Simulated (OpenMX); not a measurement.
Runs of OpenMX 3.8.5 on Nb. It takes space group Im-3m (No. 229, cubic). The conventional cell has a = 3.328 Å, b = 3.328 Å, c = 3.328 Å, α = 90.00°, β = 90.00°, γ = 90.00°. Nb (site symmetry m-3m) is surrounded by 8 Nb at 2.88 Å. 

| task | level | spin | k mesh | SCF threshold | mesh quality | gap on the mesh (eV) | pressure (GPa) | moment (μB) |
| --- | --- | --- | --- | --- | --- | --- | --- | --- |
| single point | PBE+D3(BJ) | off | 9 × 9 × 9 | 1e-08 Ha | not flagged | none | (a) | - |
| single point | PBE+D3 | off | 9 × 9 × 9 | 1e-08 Ha | not flagged | none | -6.8 | - |
| single point | PBE+D4 | off | 9 × 9 × 9 | 1e-08 Ha | not flagged | none | -3.2 | - |
| band structure | PBE | non-collinear, zero start | 7 × 7 × 7 | 1e-07 Ha | coarse | - | - | 0.00 |
| single point | PBE | off | 9 × 9 × 9 | 1e-08 Ha | not flagged | none | -0.5 | - |
| band structure | PBE | non-collinear, zero start, SOC | 7 × 7 × 7 | 1e-07 Ha | coarse | - | - | 0.00 |

Alike in all rows: potentials or basis OpenMX 2013 PBE set, Nb7.0-s3p2d2, grid cutoff 400 Ry; cell as given; smearing fermi-dirac 0.05 eV.

Fill in the values left out.

(a) -7.0.

Caveats: some runs use coarse meshes; the basis of atomic orbitals isn't converged, which shifts pressures, moduli and gaps; pairwise dispersion overbinds metals, which lowers pressure and volume (some runs); total energies with and without spin-orbit coupling shouldn't be compared in this program (some runs).

A k mesh can miss the band edges, and rows without SOC leave out spin-orbit coupling on Nb.

A gap of «none» marks a metal or a gap under the smearing width.
